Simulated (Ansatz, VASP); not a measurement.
## Two plane-wave programs on P

```
P
1.0
     3.23419    0.00000    0.00000
    -1.61709    2.80089    0.00000
     0.00000    0.00000    3.19804
P
2
Direct
  0.33333 0.66667 0.25000
  0.66667 0.33333 0.75000
```

Alike in both runs: task single point; functional PBEsol; k mesh 13 × 13 × 11; occupations fermi-dirac, width 0.1 eV; no spin polarisation.

|  | VASP | Ansatz |
| --- | --- | --- |
| version | VASP 6.6.1 | Ansatz 0.2.0 |
| potentials or method | VASP PAW PBE potentials, release 64 (P) | plane waves (420 eV) with PAW, scalar-relativistic |
| plane-wave cutoff (eV) | 520 | 420 |
| valence electrons in the cell | 10 | 10 |

|  | VASP | Ansatz | Ansatz less VASP |
| --- | --- | --- | --- |
| pressure (GPa) | 0.6 | 0.5 | -0.12 |
| largest component of the traceless stress (GPa) | 0.13 | 0.18 | +0.044 |

With one functional, cell and mesh, what is left measures potentials, basis and numerics. Ansatz warned: «pseudo_functional_mismatch».

Caveats: the PAW data sets were made with another functional, which shifts forces and pressure a little (VASP).
